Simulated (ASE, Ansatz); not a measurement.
# C(110) slab, H on both faces (240 atoms): support functions against a reference, part 2 of 2

Wanted: errors and times of a linear-scaling basis for C(110) slab, H on both faces (240 atoms). A setting counts as converged where the r.m.s. difference of forces stays under 1 % of the r.m.s. force.

Ansatz 0.2.0; Kohn-Sham DFT, PBEsol, PAW (set soft_2), plane waves.

The cell: 180 C and 60 H. Beside vacuum, support functions can miss their usual error bounds without a warning. The Brillouin zone is sampled at Γ only, in a cell whose shortest periodic width is 11 Å.

So far: The structure; Plane-wave single point; Structure statistics.

## (3) Structure statistics (continued)

The surroundings of C170, which bears the longest force, nearest first, numbered as they follow in the input and with coordinates relative to it.

| atom | x | y | z | distance (Å) | bonds | Löwdin charge (e) | Fx | Fy | Fz (eV/Å) |
| --- | --- | --- | --- | --- | --- | --- | --- | --- | --- |
| C170 | 0.00 | 0.00 | 0.00 | 0.00 | 4 | -0.15 | -0.38 | 3.17 | 3.79 |
| H238 | -0.04 | -0.59 | -0.83 | 1.01 | 1 | 0.18 | -0.02 | -1.79 | -2.94 |
| C61 | 1.26 | 0.89 | 0.03 | 1.54 | 4 | -0.12 | -1.06 | -0.31 | -0.03 |
| C171 | -0.01 | -0.88 | 1.27 | 1.55 | 4 | 0.02 | -0.91 | 0.03 | 0.69 |
| C169 | -1.27 | 0.94 | 0.04 | 1.58 | 4 | -0.13 | 0.00 | -3.12 | 1.16 |
| H201 | 1.20 | 1.55 | -0.87 | 2.14 | 1 | 0.14 | 0.35 | -0.37 | 0.13 |
| H237 | -1.30 | 1.53 | -0.85 | 2.18 | 1 | 0.17 | 0.04 | 0.58 | -0.87 |
| C64 | 1.20 | 1.80 | 1.27 | 2.51 | 4 | 0.02 | 1.58 | 0.56 | 0.52 |
| C62 | 2.52 | 0.03 | 0.03 | 2.52 | 4 | -0.13 | -0.62 | 1.39 | 1.24 |
| H229 | -1.30 | -2.01 | -0.83 | 2.53 | 1 | 0.17 | 0.09 | 0.90 | -1.68 |

The column of bonds counts only the pairs C-C within 1.85 Å, C-H within 1.34 Å; other neighbours, such as metal atoms beside each other in a compound, aren't counted, and periodic images can show an atom twice.

## (4) Support functions medium

With localised support functions most steps grow linearly with size, though the diagonalisation grows faster unless the density matrix is cut; this run measures error and cost at this size.

This step: Kohn-Sham DFT, PBEsol, PAW (set soft_2), localised support functions (medium) (Ansatz 0.2.0).

Contents of input.yaml:

```yaml
crystal:
  lattice:
    - [12.61125, 0.0, 0.0]
    - [0.0, 10.701, 0.0]
    - [0.0, 0.0, 18.08559]
  atoms:
    [... the 240 atom lines of step 2 ...]
kpoints:
  mp_grid: { grid: [1, 1, 1] }
hamiltonian:
  xc: pbesol
scf:
  occupations: { method: fixed }
  eigensolver: { kind: { support_functions: { accuracy: medium } } }
  mixing: { beta: 0.4 }
  max_iter: 150
output:
  forces: true
  eigenvalues: true
```

Command:

```
$ ansatz run input.yaml --threads 8 --pin off --max-ram 15872MiB --backend cpu --events-out ev --progress --plain --runs-dir out
```

Numbers of over 12 decimals in the logs are rounded to 6 here.

What it wrote:

```text
Warning: scf.eigensolver.kind.support_functions: disabling space-group detection — the functions' gradient is summed over unrotated k-points, so no spatial operation reduces the k-mesh or symmetrises the density; time reversal is kept, so that k and −k are solved as one point where they differ and the mesh holds both, and exact exchange and, on two spinor components, a DFT+U term hold to it where the run has them: [...]
settings of this run that can trade accuracy for cost: scf.eigensolver.kind.support_functions [...]
[...]
Crystal: 240 atoms, lattice volume = 2440.704 Å³
Basis set: ecut = 420 eV, 47673 PW (Γ), exchange–correlation on 180×144×250 points (8 copies of the dense FFT grid, shifted against one another)
Bands: 468, of which v1, the nominal top of the filled ones, is band 390 counted from 1 (389 counted from 0)
Symmetry: 1 space group operations
k-points: 1
[...]
SCF iter   1: F=—  HF=-45389.199015 eV  |F-HF|=—  |Δ(HF+E_count)|=         —  Δρ=9.00e-2  dr2=1.79e2  ethr=1.00e-1
[...]
SCF iter  11: F=—  HF=-45342.992221 eV  |F-HF|=—  |Δ(HF+E_count)|=   1.94e-3  Δρ=2.96e-5  dr2=1.94e-5  ethr=2.08e-8  κ⁻¹=8.2e-7(r=7)
SCF iter  12: F=-45342.993712 eV  HF=-45342.993711 eV  |F-HF|=4.57e-7  |Δ(HF+E_count)|=   1.49e-3  Δρ=1.02e-5  dr2=1.80e-6  ethr=2.49e-9
SCF 1 converged in 12 iterations: F = -45343.010438 eV  dr2 = 1.80e-6
[...]
SCF converged after 12 iterations
Stability not checked: this state was not tested for a lower state beside it, because the mixer in use, unlike msr1, does not test its closes by its own steps (another_mixer; see scf.mixing.algorithm and scf.lower_state_search)
Free energy (F): -45343.010438 eV
[...]
Internal energy: -45343.010438 eV  (E = F + TS)
E sigma→0 (E₀):  -45343.010438 eV
Fermi energy:    4.066131 eV
[...]
Σ components = -45343.010438   (vs F -45343.010438, Δ=0.00e0)
--- Forces (eV/Å), atoms counted from 1 ---
  atom   1  C      0.02555480    -0.93017996     1.76582744
  atom   2  C     -0.58340470     1.42636503     1.14665482
  atom   3  C      0.02838991     0.33222941    -1.08277662
  atom   4  C     -1.30598097     0.17653547    -0.31500974
[...]
atom 240  H      0.04311670    -1.47872573     2.16257334
  max |Σ_I F_I| component: 6.62e-3 eV/Å
--- Band table (eV) ---
[...]
```

Elapsed: 72 s, on 8 threads of Arm Neoverse V2, shared host; peak memory 5 GiB.

The program notes that the band table was not solved further than the SCF left it and it switched symmetry off.

Keys that differ from the reference: support_functions.accuracy = "medium", scf.max_iter = 150 and scf.mixing.beta = 0.4.

Forces differ from the reference by 3.9 meV/Å r.m.s., 0.36 % of their size, within a tolerance of 1 %; the energy by -3.9 meV/atom. It took 72 s and 12 cycles; the reference's time can't be set against it, since the two runs asked for unlike analyses.

## (5) Cost against change

Differences are against the plane-wave reference (Kohn-Sham DFT, PBEsol, PAW (set soft_2), plane waves), whose r.m.s. force component is 1.08 eV/Å. Energies are set beside the reference only for runs with its functional, potentials and electron count. Times are for 8 threads of Arm Neoverse V2, shared host. The reference's time includes the DOS and grids, which some other runs skip.

| run | Δ force, r.m.s. (meV/Å) | share of r.m.s. force (%) | Δ energy (meV/atom) | Δ gap (eV) | cycles | time | host memory (GiB) |
| --- | --- | --- | --- | --- | --- | --- | --- |
| reference | - | - | - | - | 8 | 44 s | 3.8 |
| support functions medium | 3.89 | 0.361 | -3.93 | 0.002 | 12 | 72 s | 5.0 |

## (6) Results

```
free energy per atom                             : -188.9253 eV/atom
r.m.s. force component                           : 1.079 eV/Å
gap (highest filled to lowest empty level) : 2.195 eV
potential in mid-vacuum, over the Fermi level    : 3.056 eV
wall time of the 2 DFT runs                      : 1.9 min
```

What this shows: Against plane waves at 420 eV, the forces differ by 3.9 meV/Å (0.36 %) with support functions medium. At 240 atoms the run with support functions medium takes roughly 1.6 times the time of plane waves (whose run also made extra analyses, so the like-for-like ratio is larger), in 12 SCF cycles against 8. Differences between support functions and plane waves include what basis error the plane-wave run still has.

The highest filled and lowest empty levels differ by 2.19 eV at Γ alone; the mesh holds the band edges only if they fold onto it, so the gap at this level can be narrower or closed, and states at the surface or the caps may set it. The potential stands 3.06 eV above the highest filled level over the upper face and 3.06 eV under the lower one, a reading of the ionisation potential at this level on the run's k-points. By these cutoffs all C atoms have 4 and all H atoms have 1 bonded neighbour.

Caveats: The geometry was built by rule, was displaced at random and isn't relaxed at this level: its force components are 1.1 eV/Å r.m.s.

[Logs are printed without paths, hosts, clocks, repeated set-up lines and the standing remarks that a program may print on its own settings, such as how far it seeks lower states.]

[Hosts, paths, dates, database ids (printed as entryN), source tags and the programs' standing remarks are cut or masked in the printed files.]
